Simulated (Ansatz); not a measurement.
**N started on a Ge site and Ge started in the widest void in diamond Ge, 65 atoms, charge −1**

Aim: let the atoms about the defect relax, then find its formation energy and its levels in the gap by PBEsol and r²SCAN.

Method: density functional theory in Ansatz 0.2.0, PAW datasets, plane waves.

## (1) The starting cell

65 atoms (64 Ge, 1 N); a = 11.351 Å, b = 11.351 Å, c = 11.351 Å, α = 90.00°, β = 90.00°, γ = 90.00°. All atoms were shaken off their sites by about 0.02 Å along each axis. Defect site 1: (0.500, 0.500, 0.500). Defect site 2: (0.500, 0.500, 0.750).

Plan of the steps: (2) PBEsol relaxation at the single k point (¼, ¼, ¼), on 1 × NVIDIA GB200 with 8 threads of Arm Neoverse-V2; (3) r²SCAN single point at the single k point (¼, ¼, ¼), on 1 × NVIDIA GB200 with 8 threads of Arm Neoverse-V2.

## (2) PBEsol relaxation in the fixed cell

Contents of in.yaml:

```yaml
crystal:
  lattice:
    - [11.351184, 0.000000, 0.000000]
    - [0.000000, 11.351184, 0.000000]
    - [0.000000, 0.000000, 11.351184]
  atoms:
    - { symbol: Ge, position: [0.998818, 0.000551, 0.001768] }
    - { symbol: Ge, position: [0.000039, 0.999126, 0.499539] }
    - { symbol: Ge, position: [0.000021, 0.497549, 0.999139] }
    - { symbol: Ge, position: [0.999111, 0.498785, 0.498984] }
    - { symbol: Ge, position: [0.500010, 0.002836, 0.998830] }
    - { symbol: Ge, position: [0.499334, 0.003196, 0.499875] }
    - { symbol: Ge, position: [0.501167, 0.497127, 0.001844] }
    - { symbol: Ge, position: [0.126576, 0.121846, 0.127655] }
    - { symbol: Ge, position: [0.125880, 0.123689, 0.623365] }
    - { symbol: Ge, position: [0.123219, 0.626293, 0.121353] }
    - { symbol: Ge, position: [0.123700, 0.626357, 0.624777] }
    - { symbol: Ge, position: [0.624202, 0.124702, 0.124518] }
    - { symbol: Ge, position: [0.624606, 0.125049, 0.625826] }
    - { symbol: Ge, position: [0.626329, 0.624670, 0.128601] }
    - { symbol: Ge, position: [0.623946, 0.622658, 0.622577] }
    - { symbol: Ge, position: [0.250788, 0.247469, 0.998354] }
    - { symbol: Ge, position: [0.250065, 0.250829, 0.499856] }
    - { symbol: Ge, position: [0.249085, 0.751038, 0.001496] }
    - { symbol: Ge, position: [0.249937, 0.749525, 0.501580] }
    - { symbol: Ge, position: [0.749527, 0.248564, 0.999022] }
    - { symbol: Ge, position: [0.749299, 0.249455, 0.500160] }
    - { symbol: Ge, position: [0.749294, 0.751311, 0.998600] }
    - { symbol: Ge, position: [0.749727, 0.749614, 0.500559] }
    - { symbol: Ge, position: [0.373121, 0.374800, 0.126889] }
    - { symbol: Ge, position: [0.374473, 0.370520, 0.624175] }
    - { symbol: Ge, position: [0.375245, 0.874520, 0.127034] }
    - { symbol: Ge, position: [0.372681, 0.873685, 0.626059] }
    - { symbol: Ge, position: [0.875714, 0.375487, 0.122123] }
    - { symbol: Ge, position: [0.875250, 0.376323, 0.622033] }
    - { symbol: Ge, position: [0.870896, 0.874241, 0.121694] }
    - { symbol: Ge, position: [0.874623, 0.873165, 0.624257] }
    - { symbol: Ge, position: [0.246334, 0.002484, 0.251427] }
    - { symbol: Ge, position: [0.247889, 0.000357, 0.748852] }
    - { symbol: Ge, position: [0.250643, 0.501207, 0.247237] }
    - { symbol: Ge, position: [0.250569, 0.504569, 0.749210] }
    - { symbol: Ge, position: [0.751486, 0.998247, 0.251921] }
    - { symbol: Ge, position: [0.748373, 0.999650, 0.750851] }
    - { symbol: Ge, position: [0.751109, 0.501774, 0.251850] }
    - { symbol: Ge, position: [0.750422, 0.500354, 0.748079] }
    - { symbol: Ge, position: [0.375515, 0.125585, 0.373348] }
    - { symbol: Ge, position: [0.376666, 0.124165, 0.876283] }
    - { symbol: Ge, position: [0.373478, 0.622133, 0.374400] }
    - { symbol: Ge, position: [0.373893, 0.622081, 0.874486] }
    - { symbol: Ge, position: [0.874283, 0.128966, 0.376966] }
    - { symbol: Ge, position: [0.876113, 0.124512, 0.873905] }
    - { symbol: Ge, position: [0.874099, 0.624000, 0.373864] }
    - { symbol: Ge, position: [0.874223, 0.624976, 0.875912] }
    - { symbol: Ge, position: [0.998962, 0.250633, 0.247620] }
    - { symbol: Ge, position: [0.998600, 0.248568, 0.754211] }
    - { symbol: Ge, position: [0.003871, 0.749932, 0.249685] }
    - { symbol: Ge, position: [0.000691, 0.752196, 0.747617] }
    - { symbol: Ge, position: [0.498777, 0.249794, 0.252356] }
    - { symbol: Ge, position: [0.501749, 0.250267, 0.747293] }
    - { symbol: Ge, position: [0.499772, 0.750366, 0.251812] }
    - { symbol: Ge, position: [0.499526, 0.747591, 0.752085] }
    - { symbol: Ge, position: [0.125408, 0.375072, 0.375764] }
    - { symbol: Ge, position: [0.126784, 0.374478, 0.876568] }
    - { symbol: Ge, position: [0.121543, 0.875552, 0.378018] }
    - { symbol: Ge, position: [0.125831, 0.872434, 0.877062] }
    - { symbol: Ge, position: [0.625632, 0.374821, 0.374566] }
    - { symbol: Ge, position: [0.624231, 0.378401, 0.874666] }
    - { symbol: Ge, position: [0.625364, 0.873915, 0.375930] }
    - { symbol: Ge, position: [0.622459, 0.874253, 0.875020] }
    - { symbol: Ge, position: [0.499753, 0.502781, 0.749364] }
    - { symbol: N, position: [0.497009, 0.498451, 0.500073] }
  symmetry: { detect: false }
kpoints:
  mp_grid: { grid: [1, 1, 1], shift: [0.25, 0.25, 0.25] }
hamiltonian:
  xc: pbesol
total_charge: -1
scf:
  occupations: { method: fermi_dirac, width: 0.01 }
relax:
  f_tol: 0.03
  max_steps: 80
  escape_saddle: false
  adjacent_minimum: "off"
output:
  forces: true
  eigenvalues: true
  populations: true
  charged_corrections: { epsilon: 16 }
```

On the command line:

```console
$ ansatz run in.yaml --threads 8 --pin off --max-ram 118750MiB --runs-dir r --events-out ev --progress --plain --backend cuda --devices 0, --max-vram 170GiB
```

After this run come: r²SCAN single point.

Q: Predict the outcome of this session. Wanted: for each run, formation energy; host gap; top filled to lowest empty.

The runs gave:

| level | time | formation energy (eV) | host gap (eV) | top filled to lowest empty (eV) |
| --- | --- | --- | --- | --- |
| PBEsol, relaxation | 10 s (GPU) | 3.92 | 0.00 | 0.53 |
| r²SCAN | 5.6 s (GPU) | 5.31 | 0.36 | 0.64 |

| quantity | value |
| --- | --- |
| relaxation | 11 recorded steps, 3.11 eV gained |
| largest shift | 0.93 Å (N65) |

**What this shows.** Relaxation gains 3.11 eV, with shifts up to 0.93 Å (N65). The formation energy at E_F = VBM goes from 3.92 eV (PBEsol) to 5.31 eV (r²SCAN), as the host gap goes from 0.00 to 0.36 eV. The reservoirs are the elements' reference phases; where the defect changes the composition, the value depends on that choice. r²SCAN shows no level inside the gap that the count of atoms sharing it marks as tightly localised. The host's edges were read at Γ, so band-like levels at this k point need not coincide with them. One k point and a cell of this size can leave errors of several tenths of an eV. The dielectric constant of 16.0 in the correction is an assumed value.
